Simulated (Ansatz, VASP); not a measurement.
**GaP in VASP and in Ansatz**

INCAR

```
PREC = Accurate ; ENCUT = 520
EDIFF = 1E-6 ; ISMEAR = -1
SIGMA = 0.05 ; LREAL = F
LASPH = T ; NELM = 80
ALGO = Normal ; ISIF = 2
LWAVE = F ; LCHARG = T
GGA = PS ; LELF = T
LVHAR = T ; NBANDS = 16
```

File KPOINTS:

```
Automatic mesh
0
Gamma
  6 6 6
```

File POSCAR:

```
GaP
1.0
    0.0000000000      2.7252500000      2.7252500000
    2.7252500000      0.0000000000      2.7252500000
    2.7252500000      2.7252500000      0.0000000000
Ga P
1 1
Direct
    0.0000000000      0.0000000000      0.0000000000
    0.7500000000      0.7500000000      0.7500000000
```

input.yaml

```yaml
crystal:
  lattice:
    - [0.0, 2.72525, 2.72525]
    - [2.72525, 0.0, 2.72525]
    - [2.72525, 2.72525, 0.0]
  atoms:
    - { symbol: Ga, position: [0.0, 0.0, 0.0] }
    - { symbol: P, position: [0.75, 0.75, 0.75] }
kpoints:
  mp_grid: { grid: [6, 6, 6] }
scf:
  occupations: { method: fermi_dirac, width: 0.05 }
hamiltonian:
  xc: pbesol
  pseudopotentials: { kind: all_electron, datasets: crystal }
output:
  forces: true
  stress: true
  eigenvalues: true
  elf: true
  volumetric_format: npy
```

Alike in both runs: task single point; functional PBEsol; k mesh 6 × 6 × 6; occupations fermi-dirac, width 0.05 eV; no spin polarisation.

```csv
,VASP,Ansatz
version,VASP 6.6.1,Ansatz 0.2.0
potentials or method,"VASP PAW PBE potentials, release 64 (Ga_d, P)",all-electron PAW datasets made for the crystal
plane-wave cutoff (eV),520,see its input
```

|  | VASP | Ansatz | Ansatz less VASP |
| --- | --- | --- | --- |
| gap on the k mesh at the Fermi level (eV) | 1.51 | 1.51 | -0.001 |
| least direct gap on the mesh (eV) | 1.75 | 1.74 | -0.004 |
| pressure (GPa) | -0.6 | -0.5 | +0.07 |

Ansatz ran all-electron here, so the differences hold the error of VASP's frozen core and of both bases.

Caveats: the PAW data sets were made with another functional, which shifts forces and pressure a little (VASP). A k mesh can miss the band edges. A hybrid or GW would open this gap; PBEsol tends to underestimate it.
